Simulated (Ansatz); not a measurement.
## Collinear states of MnO2

These are results of DFT PBE+U, scalar-relativistic, plane waves, PAW (Ansatz 0.2.0), not measurements.

```cif
data_structure
_symmetry_space_group_name_H-M 'P 1'
_symmetry_Int_Tables_number 1
_cell_length_a 4.3306
_cell_length_b 4.4623
_cell_length_c 2.8625
_cell_angle_alpha 90.000
_cell_angle_beta 90.000
_cell_angle_gamma 90.000
_cell_volume 55.32
loop_
_atom_site_label
_atom_site_type_symbol
_atom_site_fract_x
_atom_site_fract_y
_atom_site_fract_z
_atom_site_occupancy
Mn1 Mn 0.00000 0.00000 0.00000 1
Mn2 Mn 0.50000 0.50000 0.50000 1
O1 O 0.78601 0.17704 0.50000 1
O2 O 0.71399 0.67704 0.00000 1
O3 O 0.28601 0.32296 0.00000 1
O4 O 0.21399 0.82296 0.50000 1
```

The plane-wave cutoff is 420 eV and the Γ-centred k-mesh is 8×8×12. The occupation rule is Gaussian smearing, 0.05 eV and the U_eff on Löwdin-orthogonalised atomic d orbitals is Mn 5 eV. The list of starting moments (μB, in atom order) is 4 4 0 0 0 0 and the check for lower electronic states after the SCF is on.

All runs keep this geometry, which isn't relaxed for the lowest state (largest force there 0.165 eV/Å, pressure 13.8 GPa) and needn't be a stable compound; relaxing each order would shift the differences by some 10 meV/atom, going by the pressures and a bulk modulus of about 150 GPa. Signs run over the atoms with starting moments. Site moments are spin moments in atom-centred spheres that scale with the neighbour distance. The states are those that the runs reached from these starts; a lower one can exist.

Q: Order the starts by the energy of the state that they reach, lowest first.
A. antiferromagnetic in the cell, signs +-
B. ferromagnetic

A: B (0.00 meV/atom), A (1.85 meV/atom).

| start | ends | energy above lowest (meV/atom) | site moments (μB) | gap on mesh (eV) | P (GPa) |
| --- | --- | --- | --- | --- | --- |
| ferromagnetic | ferromagnetic | 0.00 | Mn +2.76 (×2), O -0.10 (×4) | metal | 13.8 |
| antiferromagnetic in the cell, signs +- | antiferromagnetic | 1.85 | Mn +2.64, Mn -2.64 | 0.46 | 11.1 |